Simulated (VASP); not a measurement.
# BN in VASP: one cell, several levels of theory, part 2 of 2

VASP 6.6.1, plane waves, PAW. The steps go on from the part before.

## 3. Single point with r2SCAN

The input, INCAR:

```
ENCUT = 520.000000
SIGMA = 0.010000
EDIFF = 1.00e-07
ALGO = Normal
METAGGA = R2SCAN
PREC = Accurate
IBRION = -1
ISIF = 2
ISMEAR = 0
NBANDS = 16
NELM = 120
NSW = 0
LASPH = .TRUE.
LCHARG = .FALSE.
LWAVE = .FALSE.
LREAL = .FALSE.
```

The input, KPOINTS:

```
KPOINTS created by Atomic Simulation Environment
0
Gamma
12 12 6
0 0 0
```

The input, KPOINTS_OPT:

```
special points
7
Reciprocal
0.0000000000 0.0000000000 0.0000000000 1
0.5000000000 0.0000000000 0.0000000000 1
0.3333333333 0.3333333333 0.0000000000 1
0.0000000000 0.0000000000 0.5000000000 1
0.5000000000 0.0000000000 0.5000000000 1
0.3333333333 0.3333333333 0.5000000000 1
0.1000000000 0.0000000000 0.0000000000 1
```

The input, POSCAR:

```
B  N
 1.0000000000000000
     2.4421919995580175    0.0000000000000000    0.0000000000000000
    -1.2210959997790087    2.1150003125363579    0.0000000000000000
     0.0000000000000000    0.0000000000000000    4.0395027278000004
 B   N
   2   2
Cartesian
 -0.0000000000000000  1.4100002083575718  0.0024942547555246
  1.2210959997790083  0.7050001041787859  2.0222456186555253
 -0.0000000000000000  1.4100002083575718  1.5123192681694755
  1.2210959997790083  0.7050001041787859  3.5320706320694755
```

Launch:

```console
$ mpirun -np 1 vasp_std
```

Printed to the terminal (iteration lines stand in OSZICAR):

```text
POSCAR found type information on POSCAR B N
 POSCAR found :  2 types and       4 ions
 -----------------------------------------------------------------------------
|                                                                             |
|                                                                             |
|     You enforced a specific xc type in the INCAR file but a different       |
|     I HOPE YOU KNOW WHAT YOU ARE DOING!                                     |
|                                                                             |
 -----------------------------------------------------------------------------

 LDA part: xc-table for (None), standard interpolation
 POSCAR, INCAR and KPOINTS ok, starting setup
 FFT: planning ... GRIDC
 FFT: planning ... GRID_SOFT
 FFT: planning ... GRID
 WAVECAR not read
 entering main loop
 Start KPOINTS_OPT (optional k-point list driver)
k-point batch [1-7\7]
```

OSZICAR:

```text
N       E                     dE             d eps       ncg     rms          rms(c)
DAV:   1     0.347551706918E+02    0.34755E+02   -0.87256E+03  2440   0.102E+03
DAV:   2    -0.423418384245E+02   -0.77097E+02   -0.72370E+02  3472   0.249E+02
DAV:   3    -0.445715729641E+02   -0.22297E+01   -0.22263E+01  2776   0.386E+01
DAV:   4    -0.445761223771E+02   -0.45494E-02   -0.45491E-02  3024   0.200E+00
DAV:   5    -0.445761335993E+02   -0.11222E-04   -0.11222E-04  2784   0.906E-02    0.105E+01
DAV:   6    -0.378320277806E+02    0.67441E+01   -0.17837E+00  3024   0.114E+01    0.578E+00
DAV:   7    -0.377832451543E+02    0.48783E-01   -0.73299E-01  3216   0.690E+00    0.280E+00
DAV:   8    -0.377781038347E+02    0.51413E-02   -0.40892E-02  3040   0.216E+00    0.379E-01
DAV:   9    -0.377743579684E+02    0.37459E-02   -0.41467E-03  3088   0.849E-01    0.102E-01
DAV:  10    -0.377745444153E+02   -0.18645E-03   -0.16173E-03  3112   0.322E-01    0.955E-02
DAV:  11    -0.377744860167E+02    0.58399E-04   -0.84994E-05  2696   0.103E-01    0.257E-02
DAV:  12    -0.377744861752E+02   -0.15855E-06   -0.15161E-05  3000   0.336E-02    0.726E-03
DAV:  13    -0.377744865432E+02   -0.36799E-06   -0.15451E-06  3032   0.119E-02    0.227E-03
DAV:  14    -0.377744866515E+02   -0.10831E-06   -0.91649E-08  1296   0.329E-03    0.147E-03
DAV:  15    -0.377744866968E+02   -0.45244E-07   -0.28201E-09  1216   0.554E-04
   1 F= -.37774487E+02 E0= -.37774487E+02  d E =-.411209E-21
       N       E                     dE             ncg
DAV:   1     0.243135256266E+04   -0.32084E+04      224
DAV:   2     0.188748987432E+04   -0.54386E+03      320
DAV:   3     0.187259353778E+04   -0.14896E+02      240
DAV:   4     0.187256816644E+04   -0.25371E-01      296
DAV:   5     0.187256810111E+04   -0.65331E-04      232
DAV:   6     0.187256810079E+04   -0.31962E-06      296
DAV:   7     0.187256810078E+04   -0.18101E-08      184
```

From OUTCAR:

```text
k-points           NKPTS =     76   k-points in BZ     NKDIM =     76   number of bands    NBANDS=     16

   NELECT =      16.0000    total number of electrons

   dimension x,y,z NGX =    18 NGY =   18 NGZ =   30
   dimension x,y,z NGXF=    36 NGYF=   36 NGZF=   60

  energy-cutoff  :      520.00
  volume of cell :       20.86
      direct lattice vectors                 reciprocal lattice vectors
     2.442192000  0.000000000  0.000000000     0.409468216  0.236406584  0.000000000
    -1.221096000  2.115000313  0.000000000     0.000000000  0.472813169  0.000000000
     0.000000000  0.000000000  4.039502728     0.000000000  0.000000000  0.247555223

 k-points in reciprocal lattice and weights: KPOINTS created by Atomic Simulation Env
   0.00000000  0.00000000  0.00000000       0.001
   0.08333333  0.00000000  0.00000000       0.007
   0.16666667  0.00000000  0.00000000       0.007
   0.25000000  0.00000000  0.00000000       0.007
   0.33333333  0.00000000  0.00000000       0.007
   0.41666667 -0.00000000  0.00000000       0.007
   0.50000000  0.00000000  0.00000000       0.003
   0.08333333  0.08333333  0.00000000       0.007
[... 68 more k-points ...]

 E-fermi :   9.1242

 k-point     1 :       0.0000    0.0000    0.0000
  band No.  band energies     occupation
      1     -13.9754      2.00000
      2      -9.1277      2.00000
      3      -3.5550      2.00000
      4       6.5523      2.00000
      5       6.5523      2.00000
      6       8.6852      2.00000
      7       9.0626      2.00000
      8       9.0626      2.00000
      9      18.6258      0.00000
     10      18.6258      0.00000
     11      19.0853      0.00000
     12      20.8875      0.00000
     13      22.6602      0.00000
     14      22.7939      0.00000
     15      22.7939      0.00000
     16      28.2026      0.00000

 k-point     2 :       0.0833    0.0000    0.0000
  band No.  band energies     occupation
      1     -13.8029      2.00000
      2      -8.9923      2.00000
      3      -3.3860      2.00000
      4       5.7697      2.00000
      5       6.2138      2.00000
      6       8.4148      2.00000
      7       8.5213      2.00000
      8       8.8795      2.00000
      9      18.4286      0.00000
     10      18.9856      0.00000
     11      19.3616      0.00000
     12      21.4031      0.00000
     13      22.7655      0.00000
     14      23.3279      0.00000
     15      23.3400      0.00000
     16      27.8174      0.00000

 k-point     3 :       0.1667    0.0000    0.0000
  band No.  band energies     occupation
      1     -13.2898      2.00000
      2      -8.6036      2.00000
      3      -2.8855      2.00000
      4       3.8771      2.00000
      5       5.4260      2.00000
      6       6.8345      2.00000
      7       7.9867      2.00000
      8       8.3744      2.00000
      9      18.0066      0.00000
     10      19.8066      0.00000
     11      19.8305      0.00000
     12      22.2035      0.00000
     13      23.1718      0.00000
     14      24.7037      0.00000
     15      24.7624      0.00000
     16      26.6145      0.00000

 k-point     4 :       0.2500    0.0000    0.0000
  band No.  band energies     occupation
      1     -12.4534      2.00000
      2      -8.0312      2.00000
      3      -2.0778      2.00000
      4       1.6258      2.00000
      5       4.5514      2.00000
      6       4.8243      2.00000
      7       7.1094      2.00000
      8       7.7226      2.00000
      9      17.5328      0.00000
     10      19.8569      0.00000
     11      20.6102      0.00000
     12      22.2268      0.00000
     13      23.5406      0.00000
     14      25.6565      0.00000
     15      26.6147      0.00000
     16      27.2790      0.00000

 k-point     5 :       0.3333    0.0000    0.0000
  band No.  band energies     occupation
      1     -11.3356      2.00000
      2      -7.4717      2.00000
      3      -1.0811      2.00000
      4      -0.3265      2.00000
      5       2.7917      2.00000
      6       3.8194      2.00000
      7       5.9153      2.00000
      8       7.1291      2.00000
      9      17.1369      0.00000
     10      19.1077      0.00000
     11      20.9739      0.00000
     12      22.5139      0.00000
     13      23.2575      0.00000
     14      26.9786      0.00000
     15      27.9895      0.00000
     16      28.4310      0.00000

 k-point     6 :       0.4167   -0.0000    0.0000
  band No.  band energies     occupation
      1     -10.0542      2.00000
      2      -7.3786      2.00000
      3      -1.6336      2.00000
      4       0.1800      2.00000
      5       1.1162      2.00000
      6       3.3455      2.00000
      7       4.5911      2.00000
      8       6.7287      2.00000
      9      16.8907      0.00000
     10      18.3244      0.00000
     11      21.0372      0.00000
     12      22.4518      0.00000
     13      23.9620      0.00000
     14      27.0675      0.00000
     15      27.9615      0.00000
     16      29.7554      0.00000

 k-point     7 :       0.5000    0.0000    0.0000
  band No.  band energies     occupation
      1      -9.1929      2.00000
      2      -7.7678      2.00000
      3      -1.7988      2.00000
      4       0.1093      2.00000
      5       1.0630      2.00000
      6       3.1824      2.00000
      7       3.8212      2.00000
      8       6.5884      2.00000
      9      16.8115      0.00000
     10      18.0274      0.00000
     11      21.0286      0.00000
     12      22.3824      0.00000
     13      24.5831      0.00000
     14      26.4545      0.00000
     15      28.2399      0.00000
     16      30.2379      0.00000

 k-point     8 :       0.0833    0.0833    0.0000
  band No.  band energies     occupation
      1     -13.4600      2.00000
      2      -8.7298      2.00000
      3      -3.0511      2.00000
      4       4.5998      2.00000
      5       5.4174      2.00000
      6       7.4987      2.00000
      7       8.1691      2.00000
      8       8.4035      2.00000
      9      18.4552      0.00000
     10      19.2063      0.00000
     11      19.7715      0.00000
     12      22.1762      0.00000
     13      23.1293      0.00000
     14      23.6291      0.00000
     15      24.7799      0.00000
     16      27.1821      0.00000

 k-point     9 :       0.1667    0.0833    0.0000
  band No.  band energies     occupation
      1     -12.7846      2.00000
      2      -8.2445      2.00000
      3      -2.3947      2.00000
      4       2.7105      2.00000
      5       4.2313      2.00000
      6       5.9986      2.00000
      7       7.4913      2.00000
      8       7.6569      2.00000
      9      18.2939      0.00000
     10      19.5990      0.00000
     11      20.3472      0.00000
     12      22.4346      0.00000
     13      23.7418      0.00000
     14      24.7806      0.00000
     15      26.0610      0.00000
     16      27.0151      0.00000

 k-point    10 :       0.2500    0.0833    0.0000
  band No.  band energies     occupation
      1     -11.8042      2.00000
      2      -7.6554      2.00000
      3      -1.4596      2.00000
      4       0.6220      2.00000
      5       3.0715      2.00000
      6       4.3187      2.00000
      7       6.4757      2.00000
      8       6.9458      2.00000
      9      17.8597      0.00000
     10      19.3235      0.00000
     11      20.9006      0.00000
     12      22.6415      0.00000
     13      23.7842      0.00000
     14      26.3580      0.00000
     15      26.7874      0.00000
     16      28.0323      0.00000

 k-point    11 :       0.3333    0.0833    0.0000
  band No.  band energies     occupation
      1     -10.5875      2.00000
      2      -7.2741      2.00000
      3      -1.1162      2.00000
      4      -0.2196      2.00000
      5       1.7275      2.00000
      6       3.1769      2.00000
      7       5.2046      2.00000
      8       6.4084      2.00000
      9      17.4887      0.00000
     10      18.4083      0.00000
     11      21.2109      0.00000
     12      23.3576      0.00000
     13      23.7954      0.00000
     14      27.2389      0.00000
     15      27.7798      0.00000
     16      28.5240      0.00000

 k-point    12 :       0.4167    0.0833    0.0000
  band No.  band energies     occupation
      1      -9.3701      2.00000
      2      -7.5415      2.00000
      3      -1.7046      2.00000
      4       0.3663      2.00000
      5       0.9971      2.00000
      6       2.7120      2.00000
      7       4.0172      2.00000
      8       6.1225      2.00000
      9      17.3226      0.00000
     10      17.7729      0.00000
     11      21.3122      0.00000
     12      23.5210      0.00000
     13      24.5350      0.00000
     14      26.6282      0.00000
     15      28.0320      0.00000
     16      29.8810      0.00000

[... the tables of k-points 13 to 76 left out ...]

  Total        7.9483771      7.9483771      8.1255331      0.0000000      0.0000000     -0.0000000
  in kB      610.3386912    610.3386912    623.9421163      0.0000000      0.0000000     -0.0000000
  external PRESSURE =     614.8731662 kB  Pullay stress =       0.0000000 kB

 POSITION                                       TOTAL-FORCE (eV/Angst)
 -----------------------------------------------------------------------------------
      0.00000      1.41000      0.00249        -0.000000     -0.000000      0.003460
      1.22110      0.70500      2.02225         0.000000      0.000000      0.003460
      0.00000      1.41000      1.51232        -0.000000      0.000000     -0.003460
      1.22110      0.70500      3.53207         0.000000     -0.000000     -0.003460
 -----------------------------------------------------------------------------------
    total drift:                                0.000000      0.000000      0.000540

  FREE ENERGIE OF THE ION-ELECTRON SYSTEM (eV)
  ---------------------------------------------------
  free  energy   TOTEN  =       -37.7744866968 eV

  energy  without entropy=      -37.7744866968  energy(sigma->0) =      -37.77448670
```

Run time: 82 s. Hardware: 1 MPI rank of Intel Xeon Platinum 8488C, shared host; peak memory 0.15 GiB.

The levels at the points of KPOINTS_OPT are read from vasprun.xml.

Band energies at the special points (eV, zero at the top of v, the last band that the electrons fill by count):

```csv
point,v−1,v,c,c+1
Γ,0.00,0.00,9.56,9.56
M,-5.24,-2.47,7.75,8.96
K,-6.33,-6.33,5.45,15.86
A,-1.39,-1.39,11.35,11.35
L,-4.21,-4.21,7.65,7.65
H,-3.59,-3.59,11.03,11.03
```

Gap with r2SCAN: 5.45 eV, valence top at Γ, conduction bottom at K. Least direct gap: 9.55 eV. The pressure is 61.49 GPa; the forces vanish within 0.01 eV/Å.

## 4. Results

The summary covers parts 1 to 2.

```
 level  gap (eV)  pressure (GPa)
   PBE      4.90           64.72
r2SCAN      5.45           61.49
```

What this shows: The gap runs from 4.90 eV (PBE) to 5.45 eV (r2SCAN). At this one volume the pressure spans 61.5 GPa (r2SCAN) to 64.7 GPa (PBE): PBE wants the largest cell and r2SCAN the smallest.
